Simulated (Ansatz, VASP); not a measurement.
**Two plane-wave programs on Si**

```
Si
1.0
     0.00000    2.72185    2.72185
     2.72185    0.00000    2.72185
     2.72185    2.72185    0.00000
Si
2
Direct
  0.75000 0.75000 0.75000
  0.50000 0.50000 0.50000
```

Alike in both runs: task relaxation of cell and atoms; functional PBEsol; k mesh 8 × 8 × 8; occupations gaussian, width 0.02 eV; no spin polarisation.

|  | VASP | Ansatz |
| --- | --- | --- |
| version | VASP 6.6.1 | Ansatz 0.2.0 |
| potentials or method | VASP PAW PBE potentials, release 64 (Si) | scalar-relativistic, plane waves, PAW |
| plane-wave cutoff (eV) | 600 | 420 |
| valence electrons in the cell | 8 | 8 |

VASP gave:

```
gap on the k mesh at the Fermi level, each at its own relaxed structure (eV) : 0.51
relaxed volume (Å³/atom)                                                     : 20.08
relaxed cell length with the largest relative difference (Å)                 : 3.844
```

Problem. Which values does Ansatz return?

Solution. gap on the k mesh at the Fermi level, each at its own relaxed structure (eV): 0.51; relaxed volume (Å³/atom): 20.06; relaxed cell length with the largest relative difference (Å): 3.842.

Caveats: the PAW data sets were made with another functional, which shifts forces and pressure a little (VASP). A k mesh can miss the band edges.
